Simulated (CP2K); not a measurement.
Crystal: ZnO (zincite).

```
Zn O
1.0
     3.24931    0.00000    0.00000
    -1.62465    2.81398    0.00000
     0.00000    0.00000    5.20571
Zn O
2 2
Direct
  0.66667 0.33333 0.00000
  0.33333 0.66667 0.50000
  0.33333 0.66667 0.87901
  0.66667 0.33333 0.37901
```

Program: CP2K 2026.2. Alike in all runs: task atomic charges; potentials or basis POTENTIAL_UZH Zn GTH-PBE-q12, O GTH-PBE-q6; TZVP-MOLOPT-PBE-GTH basis; no spin polarisation; cell as given; k mesh 9 × 9 × 5; smearing fermi-dirac 0.05 eV.

Task: Order these runs on this cell by their pressure, lowest first.
A. level LDA
B. level BLYP
C. level OLYP
D. level rev-vdW-DF2; cutoff of the non-local correlation (Ry) 300
E. level PBEsol

Result: A (-3.5 GPa), E (0.4 GPa), D (4.2 GPa), C (7.6 GPa), B (11.5 GPa).

Caveats: the potentials were made for another functional, which shifts forces and pressure; the basis of atomic orbitals isn't converged, which shifts pressures, moduli and gaps.

Runs at the PBE level aren't shown here.
